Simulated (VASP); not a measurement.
Here is a VASP 6.6.1 calculation.

The input INCAR:

```
SYSTEM = Al
  PREC = Accurate
  ENCUT = 600
  EDIFF = 1E-6
  ISMEAR = -1
  SIGMA = 0.05
  LREAL = .FALSE.
  LASPH = .TRUE.
  NELM = 80
  ALGO = Fast
  ISIF = 3
  LWAVE = .FALSE.
  LCHARG = .FALSE.
  GGA = ML
  LUSE_VDW = .TRUE.
  AGGAC = 0.0
  ZAB_VDW = -1.8867
  IBRION = 2
  NSW = 40
  EDIFFG = -0.02
```

File KPOINTS:

```
Automatic mesh
0
G
  11 11 11
  0 0 0
```

Contents of POSCAR:

```
Al
1.0
    0.0000000000      2.0248050000      2.0248050000
    2.0248050000      0.0000000000      2.0248050000
    2.0248050000      2.0248050000      0.0000000000
Al
1
Direct
    0.0000000000      0.0000000000      0.0000000000
```

Potentials or basis: VASP PAW PBE potentials, release 64 (Al).

The run is started by

```console
$ cat potpaw_PBE.64/Al/POTCAR > POTCAR
$ mpirun -np 1 vasp_std > vasp.out
```

Estimate the band gap on the k mesh.

none (metal or under the smearing width).

Estimate the relaxed cell.

a = 2.889 Å, b = 2.889 Å, c = 2.889 Å, α = 60.00°, β = 60.00°, γ = 60.00°.

Final structure:
```
Al
1.0
     0.00000    2.04259    2.04259
     2.04259    0.00000    2.04259
     2.04259    2.04259    0.00000
Al
1
Direct
  0.00000 0.00000 0.00000
```

Caveat: the PAW data sets were made with another functional, which shifts forces and pressure a little.

The cell as given is a measured one (16.60 Å³/atom); vdW-DF2 puts the equilibrium volume +2.7 % from it, thermal expansion not counted.
